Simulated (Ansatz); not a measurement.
**CoSi: moving Co off its site**

CoSi, P2_13, a = 4.386 Å. Ansatz: PBEsol, PAW, 420 eV, Γ-centred 10×10×10 mesh on 8 atoms, Gaussian smearing 0.15 eV; no spin polarisation.

```yaml
crystal:
  lattice:
    - [4.38583, 0.00000, 0.00000]
    - [0.00000, 4.38583, 0.00000]
    - [0.00000, 0.00000, 4.38583]
  atoms:
    - { symbol: Co, position: [0.14564, 0.14564, 0.14564] }
    - { symbol: Co, position: [0.35436, 0.85436, 0.64564] }
    - { symbol: Co, position: [0.64564, 0.35436, 0.85436] }
    - { symbol: Co, position: [0.85436, 0.64564, 0.35436] }
    - { symbol: Si, position: [0.84333, 0.84333, 0.84333] }
    - { symbol: Si, position: [0.65667, 0.15667, 0.34333] }
    - { symbol: Si, position: [0.34333, 0.65667, 0.15667] }
    - { symbol: Si, position: [0.15667, 0.34333, 0.65667] }
```

Atom 1 (Co) moves by x along the unit vector (0.339, -0.474, -0.813), with its periodic images; all else is held. y is the free energy of the cell over the start, F the force along the path summed over the moved atoms.

| x (Å) | y (meV) | F (eV/Å) |
| --- | --- | --- |
| -0.200 | 269.6 | 2.76 |
| -0.150 | 150.2 | 2.03 |
| -0.100 | 66.3 | 1.33 |
| -0.050 | 16.5 | 0.66 |
| 0.000 | 0.0 | 0.00 |
| 0.050 | 16.4 | -0.66 |
| 0.100 | 65.9 | -1.32 |
| 0.150 | 149.2 | -2.01 |
| 0.175 | 203.7 | -2.36 |
| 0.200 | ? | ? |

Problem. Fit y = c2 x² + c3 x³ + c4 x⁴ to the energies of the other rows, give the force constant, and predict energy and force of the missing row.

Solution. Least squares on the rows shown. y = 6579.2 x² − 154.03 x³ + 3253.5 x⁴. The force constant is 2 c2 = 13.2 eV/Å² (for all images moving together, not for a lone atom). The force −dy/dx at the missing row is -2.72 eV/Å (computed -2.72). At x = 0.200 the fit asked for gives 267.1 meV. The run gave 267.1 meV, the same to the digits shown.